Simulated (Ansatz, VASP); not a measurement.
# HfO2 in VASP and in Ansatz

```xyz
12
Lattice="5.1180 0.0000 0.0000 0.0000 5.1857 0.0000 -0.8587 0.0000 5.2139" Properties=species:S:1:pos:R:3 pbc="T T T"
Hf    0.8021    2.3870    3.6914
Hf    3.0279    4.9798    4.1294
Hf    3.4573    2.7987    1.5224
Hf    1.2314    0.2059    1.0845
O    -0.3473    0.8733    4.4146
O     4.1773    3.4661    3.4062
O     4.6066    4.3124    0.7993
O     0.0821    1.7196    1.8076
O     1.4549    3.8473    5.1101
O     2.3751    1.2544    2.7107
O     2.8045    1.3384    0.1038
O     1.8842    3.9313    2.5032
```

Alike in both runs: task relaxation of cell and atoms; functional BLYP; dispersion D3(BJ); k mesh 5 × 5 × 5; occupations fermi-dirac, width 0.05 eV; no spin polarisation.

|  | VASP | Ansatz |
| --- | --- | --- |
| version | VASP 6.6.1 | Ansatz 0.2.0 |
| potentials or method | VASP PAW PBE potentials, release 64 (Hf_pv, O) | Ansatz PAW |
| plane-wave cutoff (eV) | 600 | 420 |
| valence electrons in the cell | 88 | 152 |

|  | VASP | Ansatz | Ansatz less VASP |
| --- | --- | --- | --- |
| relaxed volume (Å³/atom) | 11.60 | 11.73 | +0.131 |
| relaxed cell length with the largest relative difference (Å) | 5.307 | 5.331 | +0.0234 |
| energy change over the relaxation (meV/atom) | -3 | -6 | -2.5 |

The two sets of potentials don't hold the same shells in valence.

Caveats: the PAW data sets were made with another functional, which shifts forces and pressure a little (VASP); the plane-wave basis is chosen anew once the cell has moved, so the energies of steps on either side of that aren't comparable (Ansatz); the pressure holds a Pulay correction of +0.9 GPa for the finite cutoff (Ansatz); the PAW data sets come from PBE, with cores solved anew for the run's functional, which leaves a small shift of forces and pressure (Ansatz). A k mesh can miss the band edges. Zero-point motion and thermal expansion aren't in these numbers.
